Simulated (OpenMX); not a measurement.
The system is Os.

```
Os
1.0
     2.73410    0.00000    0.00000
    -1.36705    2.36780    0.00000
     0.00000    0.00000    4.31970
Os
2
Cartesian
  1.3671 0.7893 3.2398
  0.0000 1.5785 1.0799
```

Base run:

| Property | Result |
| --- | --- |
| Program | OpenMX 3.8.5 |
| Functional | PBE |
| Potentials or basis | OpenMX 2013 PBE set, Os7.0-s3p2d2f1, grid cutoff 400 Ry |
| k mesh | 9 × 9 × 5 |
| Occupations | fermi-dirac, width 0.05 eV |
| Spin | no spin polarisation |

Its results: band gap on the k mesh none (metal or under the smearing width); pressure 11.2 GPa; largest force 0.023 eV/Å.

Question: The run is repeated on the same cell with these changes: potentials or basis from OpenMX 2013 PBE set, Os7.0-s3p2d2f1, grid cutoff 400 Ry to OpenMX 2013 PBE set, Os7.0-s3p2d2, grid cutoff 560 Ry. What comes out?

Answer: Band gap on the k mesh none (metal or under the smearing width); pressure 16.3 GPa; largest force 0.024 eV/Å.

Caveats: the basis of atomic orbitals isn't converged, which shifts pressures, moduli and gaps; so large a pressure means that the cell lies far from this level's equilibrium, or that cutoff or potentials fall short (some runs).
